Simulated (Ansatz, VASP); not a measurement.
## CdS: VASP beside Ansatz

INCAR

```
SYSTEM = CdS
PREC     = Accurate       ! precision mode
ENCUT    = 600            ! plane-wave cutoff, eV
EDIFF    = 1E-6           ! SCF threshold, eV
ISMEAR   = 0              ! smearing method
SIGMA    = 0.1            ! smearing width, eV
LREAL    = .FALSE.        ! projectors in reciprocal space
LASPH    = .TRUE.         ! aspherical terms in the spheres
NELM     = 60             ! most SCF steps
ALGO     = Normal         ! electronic algorithm
ISIF     = 3              ! what is computed and relaxed
LWAVE    = .FALSE.        ! write WAVECAR
LCHARG   = .FALSE.        ! write CHGCAR
GGA      = PE             ! functional
IBRION   = 2              ! ionic algorithm
NSW      = 100            ! ionic steps
EDIFFG   = -0.01          ! ionic threshold
```

Contents of KPOINTS:

```
Automatic mesh
0
G
  12 12 12
  0 0 0
```

POSCAR

```
CdS
1.0
    0.0000000000      3.4116704124      3.4116704124
    3.4116704124      0.0000000000      3.4116704124
    3.4116704124      3.4116704124      0.0000000000
Cd S
2 2
Direct
    0.0000000000      0.0000000000      0.0000000000
    0.2500000000      0.2500000000      0.2500000000
    0.5000000000      0.5000000000      0.5000000000
    0.7500000000      0.7500000000      0.7500000000
```

Input for Ansatz:

```yaml
crystal:
  lattice:
    - [0.0, 3.4116704124, 3.4116704124]
    - [3.4116704124, 0.0, 3.4116704124]
    - [3.4116704124, 3.4116704124, 0.0]
  atoms:
    - { symbol: Cd, position: [0.0, 0.0, 0.0] }
    - { symbol: Cd, position: [0.25, 0.25, 0.25] }
    - { symbol: S, position: [0.5, 0.5, 0.5] }
    - { symbol: S, position: [0.75, 0.75, 0.75] }
basis:
  ecutwfc: 420
kpoints:
  mp_grid: { grid: [12, 12, 12] }
hamiltonian:
  xc: pbe
scf:
  occupations: { method: gaussian, width: 0.1 }
output:
  forces: true
  stress: true
  eigenvalues: true
relax:
  adjacent_minimum: "off"
  f_tol: 0.01
  max_steps: 80
  cell: { stress_tol: 0.05 }
```

Alike in both runs: task relaxation of cell and atoms; functional PBE; k mesh 12 × 12 × 12; occupations gaussian, width 0.1 eV; no spin polarisation.

|  | VASP | Ansatz |
| --- | --- | --- |
| version | VASP 6.6.1 | Ansatz 0.2.0 |
| potentials or method | VASP PAW PBE potentials, release 64 (Cd, S) | scalar-relativistic, plane waves, PAW |
| plane-wave cutoff (eV) | 600 | 420 |
| valence electrons in the cell | 36 | 52 |

```tsv
	VASP	Ansatz	Ansatz less VASP
gap on the k mesh at the Fermi level, each at its own relaxed structure (eV)	none	none	-
relaxed volume (Å³/atom)	20.04	19.97	-0.073
relaxed cell length with the largest relative difference (Å)	4.840	4.834	-0.0059
```

A gap of «none» marks a metal or a gap that the smearing closes. The two sets of potentials don't hold the same shells in valence.
